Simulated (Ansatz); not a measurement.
## SrO: consecutive steps of a trajectory

Level of theory: Ansatz 0.2.0, DFT PBE, scalar-relativistic, plane waves, PAW. Cutoff 420 eV, shifted (0.5, 0.5, 0.5 steps) 2×2×2 k-points, Fermi–Dirac smearing of 0.1 eV. The mesh is coarse. No spin polarisation.

16 atoms, starting at 1.04 times the perfect crystal's volume (space group P6_3mc, the cell as given, not relaxed at this level); constant energy, velocities drawn at 1200 K, fixed cell; 60 steps of 4 fs. The run is short and not equilibrated. The time step is on the long side.

Positions in Å, velocities in 0.01 Å/fs, forces in eV/Å; dE is the potential energy from the first frame shown.

```xyz
16
Lattice="2.1659 3.7514 5.2234 2.1659 3.7514 -5.2234 -6.4976 3.7514 0.0000" Properties=species:S:1:pos:R:3:v100:R:3:forces:R:3 pbc="T T T" time_fs=80.00 dE_eV=0.0000 T_K=466
Sr    2.0748    6.3387   -0.2919   -0.1657   -0.3703    0.0075    0.4732   -0.9803   -0.0394
Sr   -2.2775    6.4438    4.8640    0.3241    0.1392   -0.1422    1.1389    0.1418   -0.1007
Sr   -0.0832    2.4432   -0.3125    0.1634   -0.0767   -0.3059    0.3997   -0.0527   -0.2734
Sr   -1.8539    6.2918   -0.1918   -0.2280    0.1340   -0.1057   -1.5027    0.4726   -0.9013
Sr   -4.1706    4.9781    2.2456   -0.0550   -0.0301    0.0398   -0.8375    0.2009    0.2633
Sr    0.0034    4.7186    2.3273    0.0494    0.3108    0.0359    0.0064    1.2151    0.1596
Sr   -2.2524    8.8397    2.1460    0.3721   -0.0021    0.2536    0.4601    0.3875    1.1507
Sr   -0.0793    4.9011   -2.8958   -0.2818   -0.2298   -0.0387   -0.0947    0.5064   -0.2919
O     0.1499    2.2880    2.4059    0.6011   -0.0933    1.3349   -0.6355    0.5009   -0.3723
O    -2.1853    6.3624    2.2200   -0.2080   -0.4010   -0.5658    0.4463   -0.4776   -0.0619
O     1.8757    6.3177    2.3409   -0.7510    0.5545    0.1927    0.3143   -0.7896   -0.3183
O    -2.2325    6.3403   -3.0101    0.1429    0.2953    0.3169    0.6658   -0.1532    0.1217
O    -2.0055    8.9170   -0.2356    0.4096    0.1704   -0.0184   -0.8150   -0.5616   -0.6245
O    -0.1493    4.9975    4.9089   -0.5099   -0.6953    0.2448    0.2140   -0.1059   -0.1838
O    -4.3563    5.2311   -0.5710   -0.4856    0.5233   -0.3689    0.1566   -0.4338    0.8557
O     0.1040    4.9000   -0.4117   -0.1772    0.3310    0.2647   -0.3898    0.1296    0.6166
16
Lattice="2.1659 3.7514 5.2234 2.1659 3.7514 -5.2234 -6.4976 3.7514 0.0000" Properties=species:S:1:pos:R:3:v100:R:3:forces:R:3 pbc="T T T" time_fs=84.00 dE_eV=-0.0037 T_K=468
Sr    2.0686    6.3230   -0.2917   -0.1437   -0.4123    0.0057    0.5248   -0.9260   -0.0443
Sr   -2.2635    6.4495    4.8582    0.3715    0.1431   -0.1458    1.0139    0.0390   -0.0625
Sr   -0.0763    2.4401   -0.3250    0.1777   -0.0773   -0.3155    0.2475    0.0255   -0.1627
Sr   -1.8644    6.2975   -0.1968   -0.2923    0.1555   -0.1461   -1.4167    0.5013   -0.9326
Sr   -4.1735    4.9771    2.2474   -0.0913   -0.0204    0.0528   -0.8102    0.2408    0.3275
Sr    0.0054    4.7321    2.3289    0.0477    0.3602    0.0427   -0.0871    1.0274    0.1509
Sr   -2.2371    8.8400    2.1572    0.3918    0.0150    0.2996    0.4316    0.3856    0.9400
Sr   -0.0906    4.8924   -2.8976   -0.2844   -0.2036   -0.0510   -0.0260    0.6861   -0.2666
O     0.1709    2.2867    2.4575    0.4372    0.0319    1.2200   -0.7230    0.5368   -0.5808
O    -2.1915    6.3441    2.1971   -0.0926   -0.4967   -0.5617    0.5109   -0.3155    0.0957
O     1.8472    6.3360    2.3471   -0.6640    0.3484    0.1269    0.4076   -0.9194   -0.2273
O    -2.2236    6.3513   -2.9969    0.2950    0.2448    0.3390    0.5951   -0.2652    0.0617
O    -1.9930    8.9211   -0.2394    0.2196    0.0369   -0.1539   -0.7600   -0.5452   -0.4992
O    -0.1687    4.9692    4.9178   -0.4485   -0.6969    0.1990    0.2944    0.0933   -0.1958
O    -4.3750    5.2499   -0.5817   -0.4404    0.4082   -0.1657    0.2181   -0.5201    0.8286
O     0.0950    4.9139   -0.3981   -0.2750    0.3412    0.4075   -0.4207   -0.0444    0.5673
16
Lattice="2.1659 3.7514 5.2234 2.1659 3.7514 -5.2234 -6.4976 3.7514 0.0000" Properties=species:S:1:pos:R:3:v100:R:3:forces:R:3 pbc="T T T" time_fs=88.00 dE_eV=-0.0253 T_K=479
Sr    2.0633    6.3057   -0.2915   -0.1198   -0.4517    0.0041    0.5583   -0.8613   -0.0285
Sr   -2.2478    6.4552    4.8524    0.4126    0.1416   -0.1478    0.8506   -0.1074   -0.0257
Sr   -0.0689    2.4370   -0.3377    0.1849   -0.0743   -0.3202    0.0794    0.1108   -0.0499
Sr   -1.8773    6.3042   -0.2035   -0.3526    0.1779   -0.1875   -1.3181    0.5147   -0.9455
Sr   -4.1779    4.9765    2.2498   -0.1262   -0.0087    0.0684   -0.7757    0.2907    0.3824
Sr    0.0072    4.7475    2.3307    0.0413    0.4011    0.0489   -0.2013    0.8308    0.1287
Sr   -2.2211    8.8409    2.1700    0.4104    0.0314    0.3360    0.4136    0.3607    0.7101
Sr   -0.1020    4.8849   -2.8999   -0.2841   -0.1702   -0.0621    0.0413    0.8270   -0.2393
O     0.1849    2.2906    2.5035    0.2567    0.1597    1.0559   -0.7738    0.5226   -0.7794
O    -2.1927    6.3227    2.1751    0.0346   -0.5518   -0.5182    0.5435   -0.1413    0.2652
O     1.8226    6.3455    2.3510   -0.5523    0.1203    0.0836    0.5183   -0.9710   -0.1311
O    -2.2089    6.3598   -2.9830    0.4264    0.1682    0.3463    0.4942   -0.3695   -0.0015
O    -1.9879    8.9199   -0.2479    0.0499   -0.0866   -0.2562   -0.6471   -0.4790   -0.3490
O    -0.1852    4.9417    4.9248   -0.3708   -0.6515    0.1530    0.3502    0.2827   -0.1852
O    -4.3915    5.2637   -0.5843   -0.3785    0.2734    0.0271    0.2947   -0.5980    0.7705
O     0.0820    4.9273   -0.3791   -0.3774    0.3103    0.5335   -0.4281   -0.2121    0.4779
16
Lattice="2.1659 3.7514 5.2234 2.1659 3.7514 -5.2234 -6.4976 3.7514 0.0000" Properties=species:S:1:pos:R:3:v100:R:3:forces:R:3 pbc="T T T" time_fs=92.00 dE_eV=-0.0643 T_K=499
Sr    2.0590    6.2869   -0.2913   -0.0950   -0.4879    0.0035    0.5686   -0.7825    0.0034
Sr   -2.2305    6.4608    4.8464    0.4460    0.1331   -0.1482    0.6690   -0.2792    0.0070
Sr   -0.0615    2.4341   -0.3506    0.1845   -0.0675   -0.3198   -0.0979    0.1946    0.0672
Sr   -1.8926    6.3118   -0.2118   -0.4082    0.2004   -0.2288   -1.2094    0.5080   -0.9300
Sr   -4.1836    4.9764    2.2529   -0.1595    0.0054    0.0862   -0.7339    0.3489    0.4244
Sr    0.0087    4.7642    2.3328    0.0295    0.4331    0.0538   -0.3351    0.6235    0.0954
Sr   -2.2043    8.8425    2.1841    0.4282    0.0464    0.3622    0.3957    0.3198    0.4810
Sr   -0.1133    4.8788   -2.9026   -0.2808   -0.1320   -0.0721    0.1076    0.9102   -0.2147
O     0.1914    2.2995    2.5420    0.0687    0.2781    0.8461   -0.7852    0.4593   -0.9601
O    -2.1887    6.2999    2.1557    0.1648   -0.5653   -0.4341    0.5358    0.0297    0.4320
O     1.8030    6.3457    2.3538   -0.4110   -0.1089    0.0627    0.6534   -0.9297   -0.0420
O    -2.1895    6.3648   -2.9692    0.5306    0.0694    0.3385    0.3697   -0.4498   -0.0629
O    -1.9890    8.9141   -0.2598   -0.0885   -0.1900   -0.3214   -0.5003   -0.3781   -0.1917
O    -0.1984    4.9170    4.9301   -0.2821   -0.5638    0.1124    0.3848    0.4444   -0.1519
O    -4.4053    5.2718   -0.5795   -0.2967    0.1214    0.2030    0.3836   -0.6619    0.6871
O     0.0648    4.9387   -0.3554   -0.4780    0.2417    0.6341   -0.4063   -0.3569    0.3558
16
Lattice="2.1659 3.7514 5.2234 2.1659 3.7514 -5.2234 -6.4976 3.7514 0.0000" Properties=species:S:1:pos:R:3:v100:R:3:forces:R:3 pbc="T T T" time_fs=96.00 dE_eV=-0.1201 T_K=528
Sr    2.0557    6.2667   -0.2912   -0.0703   -0.5202    0.0045    0.5533   -0.6865    0.0407
Sr   -2.2121    6.4659    4.8405    0.4716    0.1169   -0.1473    0.4906   -0.4561    0.0339
Sr   -0.0542    2.4316   -0.3633    0.1763   -0.0573   -0.3142   -0.2724    0.2679    0.1888
Sr   -1.9100    6.3202   -0.2218   -0.4589    0.2220   -0.2686   -1.0931    0.4759   -0.8761
Sr   -4.1906    4.9769    2.2567   -0.1906    0.0221    0.1054   -0.6819    0.4091    0.4490
Sr    0.0096    4.7821    2.3350    0.0114    0.4558    0.0571   -0.4843    0.4051    0.0552
Sr   -2.1868    8.8446    2.1990    0.4451    0.0593    0.3787    0.3701    0.2683    0.2684
Sr   -0.1245    4.8743   -2.9056   -0.2746   -0.0915   -0.0812    0.1755    0.9300   -0.1968
O     0.1904    2.3128    2.5712   -0.1178    0.3762    0.5967   -0.7610    0.3541   -1.1077
O    -2.1795    6.2775    2.1404    0.2877   -0.5391   -0.3122    0.4837    0.1876    0.5789
O     1.7897    6.3368    2.3561   -0.2341   -0.3173    0.0611    0.8129   -0.7982    0.0286
O    -2.1664    6.3654   -2.9559    0.6026   -0.0441    0.3168    0.2273   -0.4909   -0.1175
O    -1.9950    8.9047   -0.2736   -0.1906   -0.2669   -0.3497   -0.3468   -0.2595   -0.0427
O    -0.2078    4.8966    4.9338   -0.1871   -0.4424    0.0821    0.4031    0.5622   -0.0994
O    -4.4153    5.2734   -0.5680   -0.1931   -0.0433    0.3566    0.4756   -0.7038    0.5865
O     0.0437    4.9466   -0.3283   -0.5695    0.1425    0.7024   -0.3526   -0.4652    0.2103
16
Lattice="2.1659 3.7514 5.2234 2.1659 3.7514 -5.2234 -6.4976 3.7514 0.0000" Properties=species:S:1:pos:R:3:v100:R:3:forces:R:3 pbc="T T T" time_fs=100.00 dE_eV=-0.1921 T_K=565
Sr    2.0534    6.2453   -0.2910   -0.0468   -0.5479    0.0069    0.5137   -0.5716    0.0678
Sr   -2.1928    6.4702    4.8346    0.4897    0.0932   -0.1453    0.3307   -0.6213    0.0549
Sr   -0.0474    2.4296   -0.3757    0.1609   -0.0444   -0.3031   -0.4275    0.3214    0.3141
Sr   -1.9293    6.3295   -0.2333   -0.5044    0.2416   -0.3049   -0.9700    0.4141   -0.7757
Sr   -4.1989    4.9781    2.2613   -0.2192    0.0413    0.1253   -0.6171    0.4639    0.4524
Sr    0.0096    4.8007    2.3373   -0.0133    0.4686    0.0586   -0.6389    0.1793    0.0136
Sr   -2.1687    8.8472    2.2144    0.4605    0.0699    0.3864    0.3315    0.2102    0.0821
Sr   -0.1353    4.8715   -2.9090   -0.2652   -0.0513   -0.0896    0.2515    0.8930   -0.1880
O     0.1820    2.3296    2.5897   -0.2951    0.4453    0.3181   -0.7086    0.2187   -1.2019
O    -2.1657    6.2568    2.1307    0.3930   -0.4768   -0.1592    0.3889    0.3284    0.6896
O     1.7843    6.3203    2.3586   -0.0170   -0.4859    0.0732    0.9873   -0.5993    0.0718
O    -2.1412    6.3613   -2.9438    0.6386   -0.1614    0.2832    0.0712   -0.4817   -0.1605
O    -2.0043    8.8928   -0.2878   -0.2578   -0.3149   -0.3445   -0.2097   -0.1383    0.0860
O    -0.2133    4.8816    4.9366   -0.0889   -0.2992    0.0658    0.4107    0.6249   -0.0352
O    -4.4207    5.2683   -0.5510   -0.0687   -0.2143    0.4849    0.5556   -0.7142    0.4777
O     0.0193    4.9501   -0.2992   -0.6446    0.0228    0.7339   -0.2694   -0.5274    0.0512
16
Lattice="2.1659 3.7514 5.2234 2.1659 3.7514 -5.2234 -6.4976 3.7514 0.0000" Properties=species:S:1:pos:R:3:v100:R:3:forces:R:3 pbc="T T T" time_fs=104.00 dE_eV=-0.2796 T_K=610
Sr    2.0519    6.2229   -0.2906   -0.0255   -0.5702    0.0099    0.4561   -0.4389    0.0701
Sr   -2.1729    6.4733    4.8289    0.5013    0.0627   -0.1425    0.1963   -0.7638    0.0715
Sr   -0.0413    2.4281   -0.3876    0.1395   -0.0297   -0.2864   -0.5455    0.3466    0.4418
Sr   -1.9503    6.3396   -0.2462   -0.5442    0.2578   -0.3358   -0.8398    0.3202   -0.6268
Sr   -4.2082    4.9802    2.2667   -0.2447    0.0627    0.1447   -0.5391    0.5067    0.4323
Sr    0.0085    4.8196    2.3397   -0.0445    0.4716    0.0584   -0.7796   -0.0428   -0.0238
Sr   -2.1500    8.8502    2.2299    0.4739    0.0778    0.3866    0.2770    0.1483   -0.0734
Sr   -0.1457    4.8702   -2.9128   -0.2521   -0.0137   -0.0979    0.3433    0.8127   -0.1887
O     0.1668    2.3485    2.5967   -0.4574    0.4798    0.0256   -0.6374    0.0670   -1.2237
O    -2.1481    6.2393    2.1276    0.4711   -0.3827    0.0147    0.2584    0.4524    0.7524
O     1.7883    6.2980    2.3619    0.2413   -0.6030    0.0917    1.1546   -0.3716    0.0816
O    -2.1154    6.3525   -2.9333    0.6356   -0.2699    0.2412   -0.0956   -0.4178   -0.1878
O    -2.0156    8.8795   -0.3012   -0.2956   -0.3346   -0.3117   -0.1040   -0.0251    0.1860
O    -0.2149    4.8727    4.9391    0.0103   -0.1480    0.0653    0.4120    0.6288    0.0307
O    -4.4208    5.2563   -0.5293    0.0716   -0.3829    0.5871    0.6074   -0.6833    0.3693
O    -0.0078    4.9485   -0.2696   -0.6968   -0.1059    0.7266   -0.1640   -0.5393   -0.1115
```

Problem. What is the next frame?

Solution.
```xyz
16
Lattice="2.1659 3.7514 5.2234 2.1659 3.7514 -5.2234 -6.4976 3.7514 0.0000" Properties=species:S:1:pos:R:3:v100:R:3:forces:R:3 pbc="T T T" time_fs=108.00 dE_eV=-0.3805 T_K=662
Sr    2.0513    6.1997   -0.2902   -0.0069   -0.5863    0.0123    0.3888   -0.2924    0.0404
Sr   -2.1527    6.4752    4.8232    0.5075    0.0265   -0.1390    0.0867   -0.8782    0.0869
Sr   -0.0362    2.4272   -0.3986    0.1140   -0.0146   -0.2641   -0.6139    0.3382    0.5716
Sr   -1.9729    6.3502   -0.2602   -0.5782    0.2692   -0.3592   -0.7018    0.1950   -0.4352
Sr   -4.2185    4.9832    2.2729   -0.2665    0.0856    0.1628   -0.4507    0.5343    0.3876
Sr    0.0061    4.8384    2.3420   -0.0811    0.4653    0.0567   -0.8791   -0.2439   -0.0537
Sr   -2.1308    8.8534    2.2453    0.4845    0.0829    0.3806    0.2049    0.0845   -0.1983
Sr   -0.1555    4.8704   -2.9169   -0.2344    0.0197   -0.1064    0.4577    0.7035   -0.1975
O     0.1454    2.3680    2.5918   -0.6012    0.4774   -0.2623   -0.5547   -0.0867   -1.1633
O    -2.1280    6.2262    2.1319    0.5148   -0.2605    0.1974    0.1041    0.5603    0.7626
O     1.8036    6.2720    2.3660    0.5352   -0.6670    0.1083    1.2821   -0.1593    0.0557
O    -2.0904    6.3397   -2.9245    0.5916   -0.3567    0.1949   -0.2693   -0.3021   -0.1965
O    -2.0279    8.8660   -0.3128   -0.3124   -0.3287   -0.2587   -0.0354    0.0739    0.2531
O    -0.2125    4.8698    4.9419    0.1093   -0.0024    0.0795    0.4093    0.5786    0.0869
O    -4.4150    5.2377   -0.5040    0.2195   -0.5381    0.6639    0.6188   -0.6039    0.2677
O    -0.0365    4.9416   -0.2411   -0.7223   -0.2315    0.6809   -0.0474   -0.5018   -0.2678
```